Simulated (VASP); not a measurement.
Runs of VASP 6.6.1 on IrO2. The structure is tetragonal, space group P4_2/mnm (No. 136). The conventional cell has a = 4.484 Å, b = 4.484 Å, c = 3.164 Å, α = 90.00°, β = 90.00°, γ = 90.00°. Ir (site symmetry mmm) has 6 O at 1.96 to 1.99 Å as nearest neighbours. Around O (site symmetry m2m) lie 3 Ir at 1.96 to 1.99 Å. 

```tsv
task	level	potentials or basis	spin	cell	cutoff (eV)	k mesh for the DOS	occupations for the DOS	pressure (GPa)	largest force (eV/Å)
band structure	PBE	VASP PAW PBE potentials, release 64 (Ir, O)	SOC, no magnetisation	as given	520	-	-	11.2	0.10
band structure	PBE	VASP PAW PBE potentials, release 64 (Ir, O)	off	as given	520	-	-	(a)	0.06
relaxation of cell and atoms	PBEsol	VASP PAW PBE potentials, release 64 (Ir, O)	off	relaxed	600	-	-	0.0	-
band structure	LDA	VASP PAW LDA potentials, release 64 (Ir, O)	off	as given	520	-	-	-6.0	(b)
```

Alike in all rows: k mesh 8 × 8 × 12; smearing methfessel-paxton 0.1 eV.

Estimate the missing entries.

(a) 9.6; (b) 0.03.

Caveats: the PAW data sets were made with another functional, which shifts forces and pressure a little (some runs).
